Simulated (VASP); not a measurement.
# ZrS2 (P-3m1) in VASP: a series of runs

One crystal, ZrS2, is run at these levels: PBEsol, LDA; tasks: relaxation of cell and atoms.

Everything below comes from runs of VASP 6.6.1. Logs are shortened: lines on timing, memory, paths and dates and some standing lists are left out, and cuts for length are marked.

### 1 Starting point

Symmetry: P-3m1, No. 164, trigonal system. The conventional cell has a = 3.691 Å, b = 3.691 Å, c = 6.041 Å, α = 90.00°, β = 90.00°, γ = 120.00°. Zr (site symmetry -3m) is surrounded by 6 S at 2.57 Å. S (site symmetry 3m) is surrounded by 3 Zr at 2.57 Å.

The cell is a database's computed one.

### 2 Relaxation of cell and atoms, PBEsol

Input file INCAR:

```
SYSTEM = ZrS2
ALGO     = Normal         ! electronic algorithm
EDIFF    = 1E-7           ! SCF threshold, eV
EDIFFG   = -0.005         ! ionic threshold
ENCUT    = 600            ! plane-wave cutoff, eV
GGA      = PS             ! functional
IBRION   = 2              ! ionic algorithm
ISIF     = 3              ! what is computed and relaxed
ISMEAR   = 0              ! smearing method
LASPH    = .True.         ! aspherical terms in the spheres
LCHARG   = .False.        ! write CHGCAR
LREAL    = .False.        ! projectors in reciprocal space
LWAVE    = .False.        ! write WAVECAR
NELM     = 100            ! most SCF steps
NSW      = 90             ! ionic steps
PREC     = Accurate       ! precision mode
SIGMA    = 0.02           ! smearing width, eV
```

Input file KPOINTS:

```
k-points
0
Gamma
  9 9 6
  0 0 0
```

Input file POSCAR:

```
ZrS2
1.0
    3.6913825500      0.0000000000      0.0000000000
   -1.8456912700      3.1968310600      0.0000000000
    0.0000000000      0.0000000000      6.0410770100
Zr S
1 2
Direct
    0.0000000000      0.0000000000      0.0000000000
    0.6666666700      0.3333333300      0.7620900300
    0.3333333300      0.6666666700      0.2379099700
```

Potentials or basis: VASP PAW PBE potentials, release 64 (Zr_sv, S).

The run is started by

```bash
$ cat potpaw_PBE.64/Zr_sv/POTCAR potpaw_PBE.64/S/POTCAR > POTCAR
$ mpirun -np 1 vasp_std > vasp.out
```

OUTCAR:

```text
SYSTEM = ZrS2
   EDIFF = 1E-7
   EDIFFG = -0.005
   ENCUT = 600
   GGA = PS
   IBRION = 2
   ISIF = 3
   ISMEAR = 0
   LASPH = .True.
   LREAL = .False.
   NELM = 100
   NSW = 90
   PREC = Accurate

 ion  position               nearest neighbor table
   1  0.000  0.000  0.000-   2 2.57   3 2.57   3 2.57   2 2.57   2 2.57   3 2.57
   2  0.667  0.333  0.762-   1 2.57   1 2.57   1 2.57
   3  0.333  0.667  0.238-   1 2.57   1 2.57   1 2.57

  LATTYP: Found a hexagonal cell.
 ALAT       =     3.6913825500
 C/A-ratio  =     1.6365350727

  Lattice vectors:

 A1 = (   3.6913825500,   0.0000000000,   0.0000000000)
 A2 = (  -1.8456912700,   3.1968310600,   0.0000000000)
 A3 = (   0.0000000000,   0.0000000000,   6.0410770100)

Analysis of symmetry for initial positions (statically):
=====================================================================
 Subroutine PRICEL returns:
 Original cell was already a primitive cell.

 Routine SETGRP: Setting up the symmetry group for a
 hexagonal supercell.

 Subroutine GETGRP returns: Found 12 space group operations
 (whereof 12 operations were pure point group operations)
 out of a pool of 24 trial point group operations.

The static configuration has the point symmetry D_3d.

Analysis of symmetry for dynamics (positions and initial velocities):
=====================================================================
 Subroutine PRICEL returns:
 Original cell was already a primitive cell.

 Routine SETGRP: Setting up the symmetry group for a
 hexagonal supercell.

 Subroutine GETGRP returns: Found 12 space group operations
 (whereof 12 operations were pure point group operations)
 out of a pool of 24 trial point group operations.

The dynamic configuration has the point symmetry D_3d.

 Subroutine INISYM returns: Found 12 space group operations
 (whereof 12 operations are pure point group operations),
 and found     1 'primitive' translations

----------------------------------------------------------------------------------------

                                     Primitive cell

  volume of cell :      71.2891

  direct lattice vectors                    reciprocal lattice vectors
     3.691382550  0.000000000  0.000000000     0.270901210  0.156404886  0.000000000
    -1.845691270  3.196831060  0.000000000     0.000000000  0.312809774  0.000000000
     0.000000000  0.000000000  6.041077010     0.000000000  0.000000000  0.165533397

  length of vectors
     3.691382550  3.691382545  6.041077010     0.312809773  0.312809774  0.165533397

  position of ions in fractional coordinates (direct lattice)
     0.000000000  0.000000000  0.000000000
     0.666666670  0.333333330  0.762090030
     0.333333330  0.666666670  0.237909970

  ion indices of the primitive-cell ions
   primitive index   ion index
                 1           1
                 2           2
                 3           3

----------------------------------------------------------------------------------------

 KPOINTS: k-points

Automatic generation of k-mesh.
 Grid dimensions read from file:
 generate k-points for:    9    9    6

 Generating k-lattice:

  Cartesian coordinates                     Fractional coordinates (reciprocal lattice)
     0.030100134  0.017378321  0.000000000     0.111111111 -0.000000000  0.000000000
     0.000000000  0.034756642  0.000000000     0.000000000  0.111111111  0.000000000
     0.000000000  0.000000000  0.027588900     0.000000000  0.000000000  0.166666667

  Length of vectors
     0.034756641  0.034756642  0.027588900

  Shift w.r.t. Gamma in fractional coordinates (k-lattice)
     0.000000000  0.000000000  0.000000000

 Subroutine IBZKPT returns following result:
 ===========================================

 Found     62 irreducible k-points:

 Following reciprocal coordinates:
            Coordinates               Weight
  0.000000  0.000000  0.000000      1.000000
  0.111111 -0.000000  0.000000      6.000000
  0.222222  0.000000  0.000000      6.000000
  0.333333  0.000000  0.000000      6.000000
  0.444444  0.000000  0.000000      6.000000
  0.111111  0.111111  0.000000      6.000000
[... 16 lines left out ...]
  0.222222  0.111111  0.166667     12.000000
 -0.111111  0.333333  0.166667     12.000000
 [... further k-points ...]
   k-points           NKPTS =     62   k-points in BZ     NKDIM =     62   number of bands    NBANDS=     16
   number of dos      NEDOS =    301   number of ions     NIONS =      3
   total plane-waves  NPLWV =  43200
   dimension x,y,z NGX =    30 NGY =   30 NGZ =   48
   dimension x,y,z NGXF=    60 NGYF=   60 NGZF=   96
   ions per type =               1   2
   NGX,Y,Z   is equivalent  to a cutoff of  13.51, 13.51, 13.21 a.u.
   NGXF,Y,Z  is equivalent  to a cutoff of  27.02, 27.02, 26.42 a.u.
 SYSTEM =  ZrS2
   PREC   = accura    normal or accurate (medium, high low for compatibility)
   ISTART =      0    job   : 0-new  1-cont  2-samecut
   ICHARG =      2    charge: 1-file 2-atom 10-const
   ISPIN  =      1    spin polarized calculation?
   LNONCOLLINEAR =      F non collinear calculations
   LSORBIT =      F    spin-orbit coupling
   LASPH  =      T    aspherical Exc in radial PAW
   ENCUT  =  600.0 eV  44.10 Ry    6.64 a.u.   7.37  7.37 12.07*2*pi/ulx,y,z
   NELM   =    100;   NELMIN=  2; NELMDL= -5     # of ELM steps
   EDIFF  = 0.1E-06   stopping-criterion for ELM
   LREAL  =      F    real-space projection
   EDIFFG = -.5E-02   stopping-criterion for IOM
   NSW    =     90    number of steps for IOM
   IBRION =      2    ionic relax: 0-MD 1-quasi-New 2-CG
   NFREE  =      1    steps in history (QN), initial steepest desc. (CG)
   ISIF   =      3    stress and relaxation
   ISYM   =      2    0-nonsym 1-usesym 2-fastsym
   POTIM  = 0.5000    time-step for ionic-motion
   TEBEG  =    0.0;   TEEND  =   0.0 temperature during run
   PSTRESS=    0.0 pullay stress
   NELECT =      24.0000    total number of electrons
   NUPDOWN=      -1.0000    fix difference up-down
   EMIN   =  10.00;   EMAX   =-10.00  energy-range for DOS
   EFERMI =   0.00;   METHOD = LEGACY
   ISMEAR =     0;   SIGMA  =   0.02  broadening in eV -4-tet -1-fermi 0-gaus
   EFERMI_NEDOS =   21; number of points for ismear=-14 and -15
   IALGO  =     38    algorithm
   IMIX   =      4    mixing-type and parameters
     AMIX     =   0.40;   BMIX     =  1.00
     AMIX_MAG =   1.60;   BMIX_MAG =  1.00
  volume/ion in A,a.u.               =      23.76       160.36
  Fermi-wavevector in a.u.,A,eV,Ry     =   1.138861  2.152136 17.646828  1.297005
  Thomas-Fermi vector in A             =   2.275565
   LORBIT       =      0    0 simple, 1 ext, 2 COOP (PROOUT), +10 PAW based schemes
   GGA     = PS    functional components
   LHFCALC =     F    Hartree Fock is set to
   AEXX    =    0.0000 exact exchange contribution
   IVDW    =     0    specifies the selected vdW correction
   LEPSILON=     F    determine dielectric tensor
   LRPA    =     F    only Hartree local field effects (RPA)
 conjugate gradient relaxation of ions
 non-spin polarized calculation
 Gauss-broadening in eV      SIGMA  =   0.02
  energy-cutoff  :      600.00
  volume of cell :       71.29
 maximum number of plane-waves:      2424
 NGX is ok and might be reduce to    30
   NGX = 15   NGY = 15   NGZ = 25

--------------------------------------- Ionic step        1  -------------------------------------------

 number of electron      23.9999998 magnetization

 Free energy of the ion-electron system (eV)
  ---------------------------------------------------
  ext. energy  EPLUGINS =         0.00000000
  ---------------------------------------------------
  free energy    TOTEN  =       -22.53702871 eV

  energy without entropy =      -22.53702871  energy(sigma->0) =      -22.53702871

------------------------ aborting loop because EDIFF is reached ----------------------------------------

  FORCE on cell =-STRESS in cart. coord.  units (eV):
  Direction    XX          YY          ZZ          XY          YZ          ZX
  --------------------------------------------------------------------------------------
  -------------------------------------------------------------------------------------
  Total       -1.3641764     -1.3641764     -0.5502589     -0.0000000      0.0000000      0.0000000
  in kB      -30.6590011    -30.6590010    -12.3667196     -0.0000000      0.0000000      0.0000000
  external PRESSURE =     -24.5615739 kB  Pullay stress =       0.0000000 kB
[... 92 lines left out ...]
  FREE ENERGIE OF THE ION-ELECTRON SYSTEM (eV)
  ---------------------------------------------------
  free  energy   TOTEN  =       -22.5534601585 eV

  energy  without entropy=      -22.5534601585  energy(sigma->0) =      -22.55346016

[... ionic steps 4 to 15 ...]

--------------------------------------- Ionic step       16  -------------------------------------------

 number of electron      24.0000000 magnetization

------------------------ aborting loop because EDIFF is reached ----------------------------------------

  FORCE on cell =-STRESS in cart. coord.  units (eV):
  Direction    XX          YY          ZZ          XY          YZ          ZX
  --------------------------------------------------------------------------------------
  -------------------------------------------------------------------------------------
  Total       -0.0065119     -0.0065119     -0.0498904     -0.0000000      0.0000000      0.0000000
  in kB       -0.1551992     -0.1551992     -1.1890465     -0.0000000      0.0000000      0.0000000
  external PRESSURE =      -0.4998149 kB  Pullay stress =       0.0000000 kB
[... 59 lines left out ...]
  energy  without entropy=      -22.5608285748  energy(sigma->0) =      -22.56082857

--------------------------------------- Ionic step       18  -------------------------------------------

 number of electron      24.0000000 magnetization

 Free energy of the ion-electron system (eV)
  ---------------------------------------------------
  ext. energy  EPLUGINS =         0.00000000
  ---------------------------------------------------
  free energy    TOTEN  =       -22.56084298 eV

  energy without entropy =      -22.56084298  energy(sigma->0) =      -22.56084298

 E-fermi :   4.8889     XC(G=0):  -9.8454

 val. band max:        4.7312054850   @ k =   0.1111  -0.0000   0.0000
 cond. band min:       5.5389179906   @ k =   0.4444   0.0000   0.5000
 fundamental gap:      0.8077125056
 Fermi energy:         4.8889332487

 k-point     1 :       0.0000    0.0000    0.0000
  band No.  band energies     occupation
      1     -44.0718      2.00000
      2     -22.1925      2.00000
      3     -22.0208      2.00000
      4     -22.0208      2.00000
      5      -8.0706      2.00000
      6      -6.5247      2.00000
[... 8 lines left out ...]
     15       6.9705      0.00000
     16       9.6716      0.00000
[... 420 lines left out ...]
  band No.  band energies     occupation
      1     -44.0573      2.00000
      2     -22.2053      2.00000
      3     -22.1494      2.00000
      4     -22.0736      2.00000
      5      -7.2833      2.00000
      6      -6.6960      2.00000
[... 8 lines left out ...]
     15       8.1834      0.00000
     16       9.2107      0.00000

 [... further k-points ...]
[... 5 lines left out ...]
  --------------------------------------------------------------------------------------
  -------------------------------------------------------------------------------------
  Total        0.0076358      0.0076358     -0.0093947      0.0000000      0.0000000     -0.0000000
  in kB        0.1823247      0.1823247     -0.2243229      0.0000000      0.0000000     -0.0000000
  external PRESSURE =       0.0467755 kB  Pullay stress =       0.0000000 kB
[... 18 lines left out ...]
  FREE ENERGIE OF THE ION-ELECTRON SYSTEM (eV)
  ---------------------------------------------------
  free  energy   TOTEN  =       -22.5608429758 eV

  energy  without entropy=      -22.5608429758  energy(sigma->0) =      -22.56084298

 reached required accuracy - stopping structural energy minimisation
```

Wall time 10 min (1 thread of Intel Xeon Platinum 8488C (Sapphire Rapids), shared host); peak memory 0.25 GiB.

Results:

```yaml
Free_energy: -22.5608 eV
Relaxed_volume: 22.37 Å³/atom
Relaxed_cell: a = 3.627 Å, b = 3.627 Å, c = 5.889 Å, α = 90.00°, β = 90.00°, γ = 120.00°
Space_group_after_relaxing_to_0.05_Å: P-3m1 (No. 164)
Energy_gained_by_relaxing: 7.9 meV/atom
Ionic_steps: 18
Pressure_after_relaxing: 0.0 GPa
Largest_force_after_relaxing: 0.004 eV/Å
Band_gap_on_the_k_mesh: 0.81 eV, indirect (least direct gap 1.55 eV)
```

Forces on the atoms (eV/Å):
```
Zr   0.000  0.000  0.000
S    0.000  0.000  0.004
S    0.000  0.000 -0.004
```

The path:
| step | energy change (eV) | largest force (eV/Å) | pressure (GPa) | volume (Å³) |
| --- | --- | --- | --- | --- |
| 1 | 0.0000 | 0.1349 | -2.46 | 71.29 |
| 2 | 0.0030 | 0.5386 | 3.11 | 67.59 |
| 3 | -0.0164 | 0.1759 | 0.07 | 69.48 |
| 4 | -0.0200 | 0.0935 | -0.01 | 69.32 |
| 5 | -0.0208 | 0.0384 | -0.07 | 69.20 |
| 6 | -0.0208 | 0.0291 | -0.08 | 69.19 |
| 7 | -0.0211 | 0.0344 | -0.02 | 69.06 |
| 8 | -0.0217 | 0.0508 | 0.14 | 68.69 |
| 9 | -0.0222 | 0.0836 | 0.48 | 67.94 |
| 10 | -0.0223 | 0.0817 | 0.47 | 67.93 |
| 11 | -0.0225 | 0.0762 | 0.43 | 67.89 |
| 12 | -0.0228 | 0.0647 | 0.37 | 67.80 |
| 13 | -0.0233 | 0.0422 | 0.25 | 67.64 |
| 14 | -0.0238 | 0.0025 | 0.00 | 67.30 |
| 15 | -0.0238 | 0.0149 | -0.06 | 67.21 |
| 16 | -0.0238 | 0.0129 | -0.05 | 67.22 |
| 17 | -0.0238 | 0.0107 | -0.04 | 67.19 |
| 18 | -0.0238 | 0.0041 | 0.00 | 67.10 |

Final structure:
```yaml
crystal:
  lattice:
    - [3.62732, 0.00000, 0.00000]
    - [-1.81366, 3.14135, 0.00000]
    - [0.00000, 0.00000, 5.88864]
  atoms:
    - { symbol: Zr, position: [0.00000, 0.00000, 0.00000] }
    - { symbol: S, position: [0.66667, 0.33333, 0.75295] }
    - { symbol: S, position: [0.33333, 0.66667, 0.24705] }
```

Caveat: the PAW data sets were made with another functional, which shifts forces and pressure a little; an odd mesh through Γ misses points on the zone boundary, where band edges often lie; this functional lacks dispersion, which binds the layers, so the pressure and a relaxed spacing across them are unreliable.

### 3 Relaxation of cell and atoms, LDA

Edit INCAR of step 2 so:

```diff
@@ -5,3 +5,2 @@
 ENCUT    = 600            ! plane-wave cutoff, eV
-GGA      = PS             ! functional
 IBRION   = 2              ! ionic algorithm
```

KPOINTS is that of step 2.

POSCAR is that of step 2.

Potentials or basis: VASP PAW LDA potentials, release 64 (Zr_sv, S).

The run is started by

```bash
$ cat potpaw_LDA.64/Zr_sv/POTCAR potpaw_LDA.64/S/POTCAR > POTCAR
$ mpirun -np 1 vasp_std > vasp.out
```

It took 8.4 min on 1 thread of Intel Xeon Platinum 8488C (Sapphire Rapids), shared host; peak memory 0.23 GiB.

Results (log left out):

* Free energy: -23.3984 eV
* Relaxed volume: 21.11 Å³/atom
* Relaxed cell: a = 3.596 Å, b = 3.596 Å, c = 5.655 Å, α = 90.00°, β = 90.00°, γ = 120.00°
* Space group after relaxing (to 0.05 Å): P-3m1 (No. 164)
* Energy gained by relaxing: 27.9 meV/atom
* Ionic steps: 14
* Pressure after relaxing: 0.0 GPa
* Band gap on the k mesh: 0.51 eV, indirect (least direct gap 1.30 eV)

Forces in eV/Å, atoms in the order of the input:
```
Zr   0.000  0.000  0.000
S    0.000  0.000  0.002
S    0.000  0.000 -0.002
```

The path:
```csv
step,energy change (eV),largest force (eV/Å),pressure (GPa),volume (Å³)
1,0.0000,0.2813,-4.48,71.29
2,0.0273,1.0811,6.36,64.65
3,-0.0482,0.2803,-0.18,68.23
4,-0.0482,0.2925,-0.08,68.17
5,-0.0551,0.2110,-0.10,67.75
6,-0.0595,0.0663,-0.14,67.03
7,-0.0646,0.0591,-0.16,66.52
8,-0.0773,0.0376,-0.13,64.97
9,-0.0782,0.0362,0.47,61.88
10,-0.0832,0.0331,0.14,63.59
11,-0.0835,0.0206,0.21,63.16
12,-0.0835,0.0229,0.20,63.24
13,-0.0813,0.1354,-1.08,63.83
14,-0.0836,0.0021,0.00,63.33
```

Final structure:
```xyz
3
Lattice="3.5959 0.0000 0.0000 -1.7980 3.1142 0.0000 0.0000 0.0000 5.6553" Properties=species:S:1:pos:R:3 pbc="T T T"
Zr    0.0000    0.0000    0.0000
S     1.7980    1.0381    4.2023
S     0.0000    2.0761    1.4530
```

Levels at points of the mesh, in eV from the valence-band top:
| k point | band 10 | band 11 | band 12 | band 13 | band 14 | band 15 |
| --- | --- | --- | --- | --- | --- | --- |
| (0.00, 0.00, 0.00) | -0.23 | -0.23 | 0.00 | 1.30 | 1.30 | 1.98 |
| (0.00, 0.00, 0.50) | -2.37 | -0.47 | -0.47 | 1.24 | 1.24 | 2.45 |

Caveat: an odd mesh through Γ misses points on the zone boundary, where band edges often lie.
